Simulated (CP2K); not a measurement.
## C in CP2K: the effect of functional

C:

```
C
1.0
     4.25517    0.00000    0.00000
     0.00000    4.25517    0.00000
     0.00000    0.00000    1.28229
C
1
Direct
  0.50000 0.50000 0.50000
```

The cell was built by a generator and needn't be a form met in nature.

Alike in all runs:

- Program: CP2K 2026.2
- Potentials or basis: POTENTIAL_UZH C GTH-PBE-q4; TZVP-MOLOPT-PBE-GTH basis
- Density cutoff: 9184 eV
- k mesh: 6 × 6 × 20
- Occupations: fermi-dirac, width 0.05 eV
- Spin: no spin polarisation

| functional | pressure (GPa) |
| --- | --- |
| PBE | 0.5 |
| LDA | 0.8 |
| PBEsol | 0.8 |
| vdW-DF-cx | 0.2 |
| vdW-DF2 | ? |
| AM05 | 1.2 |
| HLE17 | -11.2 |

Question: What does the run with functional vdW-DF2 give?

Answer: Pressure -0.4 GPa.

Caveats: the basis of atomic orbitals isn't converged, which shifts pressures, moduli and gaps; the potentials were made for another functional, which shifts forces and pressure (some runs); the potentials were made for a functional far from this one (some runs).
